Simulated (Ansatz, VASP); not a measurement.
# One calculation of CoO, two programs

INCAR

```
PREC = Accurate
ENCUT = 520
EDIFF = 1E-6
ISMEAR = -1
SIGMA = 0.05
LREAL = F
LASPH = T
NELM = 100
ALGO = Fast
ISIF = 2
LWAVE = F
LCHARG = F
ISPIN = 2
MAGMOM = 2 0
LORBIT = 11
LMAXMIX = 4
GGA = PE
IBRION = 2
NSW = 60
EDIFFG = -0.01
```

The input KPOINTS:

```
Automatic mesh
0
Gamma
  8 8 7
```

POSCAR

```
CoO
1.0
    2.8284500000      0.0000000000      0.0000000000
   -1.4142300000      2.4495100000      0.0000000000
    0.0000000000      0.0000000000      2.7217200000
Co O
1 1
Direct
    0.0000000000      0.0000000000      0.5000000000
    0.6666700000      0.3333300000      0.0000000000
```

The input input.yaml:

```yaml
crystal:
  lattice:
    - [2.82845, 0.0, 0.0]
    - [-1.41423, 2.44951, 0.0]
    - [0.0, 0.0, 2.72172]
  atoms:
    - { symbol: Co, position: [0.0, 0.0, 0.5], spin: 2.0 }
    - { symbol: O, position: [0.66667, 0.33333, 0.0] }
hamiltonian:
  xc: pbe
  pseudopotentials: { kind: paw }
magnetization:
  spin_polarized: true
kpoints:
  mp_grid: { grid: [8, 8, 7] }
scf:
  occupations: { method: fermi_dirac, width: 0.05 }
output:
  forces: true
  stress: true
  eigenvalues: true
relax:
  f_tol: 0.01
  max_steps: 40
```

Change from the starting cell: strain = 0.0.

Alike in both runs: task relaxation of the atoms; functional PBE; k mesh 8 × 8 × 7; occupations fermi-dirac, width 0.05 eV; collinear spin, ferromagnetic start.

```csv
,VASP,Ansatz
version,VASP 6.6.1,Ansatz 0.2.0
potentials or method,"VASP PAW PBE potentials, release 64 (Co, O)",Ansatz PAW
plane-wave cutoff (eV),520,420
valence electrons in the cell,15,23
```

Ansatz gave:

* gap on the k mesh at the Fermi level, each at its own relaxed structure (eV): none
* net moment per atom (μB): 1.50
* size of the moment on the site where the two differ most (μB): 2.50

Task: Estimate VASP's values.

Result: gap on the k mesh at the Fermi level, each at its own relaxed structure (eV): none; net moment per atom (μB): 1.50; size of the moment on the site where the two differ most (μB): 2.55.

Site moments also hang on the region over which each program counts them. A gap of «none» marks a metal or a gap that the smearing closes. The two sets of potentials don't hold the same shells in valence.

Caveats: the relaxation stopped at its first step, so nothing moved; a cell with one magnetic atom can't hold antiferromagnetic order, which such compounds often take; semilocal functionals often make such compounds metallic where correlation or magnetic order opens a gap, which also shifts bond lengths.
